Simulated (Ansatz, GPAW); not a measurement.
Given: the input of a run of Ansatz 0.2.0 on Rh (Rhodium). 

File input.yaml:

```yaml
crystal:
  lattice:
    - [0.0, 1.89785, 1.89785]
    - [1.89785, 0.0, 1.89785]
    - [1.89785, 1.89785, 0.0]
  atoms:
    - { symbol: Rh, position: [0.0, 0.0, 0.0] }
kpoints:
  mp_grid: { grid: [12, 12, 12] }
scf:
  occupations: { method: gaussian, width: 0.026 }
hamiltonian:
  xc: pbe
  pseudopotentials: { kind: all_electron, lapw: { basis_error: 0.001 } }
output:
  forces: true
  stress: true
  eigenvalues: true
```

Potentials or basis: all-electron LAPW, scalar-relativistic.

The run is started by

```console
$ ansatz run input.yaml --threads 1 --pin off --max-ram 3072MiB --backend cpu --events-out ev --progress --plain --runs-dir out
```

**Question.** Translate it to GPAW 26.7.0 (ASE script). Potentials or basis there: GPAW PAW data sets (gpaw-data 1.2.1), cutoff 600 eV.

**Answer.** As run (cutoffs and basis follow the program's own potentials, and thresholds, step limits or extra output files can differ):

The input run.py:

```python
from ase import Atoms
from ase.dft.bandgap import bandgap
from ase.io import write
from ase.units import GPa
from gpaw import GPAW, PW

atoms = Atoms(['Rh'],
              cell=[[0.0, 1.89785, 1.89785],
                    [1.89785, 0.0, 1.89785],
                    [1.89785, 1.89785, 0.0]],
              scaled_positions=[[0.0, 0.0, 0.0]],
              pbc=True)

calc = GPAW(mode=PW(600),
            xc='PBE',
            kpts={'size': (12, 12, 12), 'gamma': True},
            occupations={'name': 'methfessel-paxton', 'order': 0, 'width': 0.026000000000000002},
            nbands=16,
            convergence={'density': 1e-05, 'energy': 1e-05},
            maxiter=150,
            txt='gpaw.txt')
atoms.calc = calc
energy = atoms.get_potential_energy()
forces = atoms.get_forces()
stress = atoms.get_stress()
calc.write('gs.gpw')
write('result.traj', atoms)
print(f'Energy: {energy:.6f} eV')
print('Forces (eV/A):')
print(forces.round(4))
print('Stress (GPa):', (stress / GPa).round(3))
print('Fermi level:', round(calc.get_fermi_level(), 4), 'eV')
print(f'Gap: {bandgap(calc)[0]:.4f} eV, direct: {bandgap(calc, direct=True)[0]:.4f} eV')
```

Potentials or basis: GPAW PAW data sets (gpaw-data 1.2.1), pw.

Launch:

```console
$ OMP_NUM_THREADS=1 python run.py
```

Both were run:

|  | Ansatz | GPAW |
| --- | --- | --- |
| Pressure | 7.2 GPa | 9.2 GPa |

Where Ansatz's input types no cutoff or centring, it takes its own default and a Γ-centred mesh.

The two runs disagree by more than potentials and bases usually give (in gap, levels, pressure or energy); the cause wasn't traced.

Pressure is positive in compression.
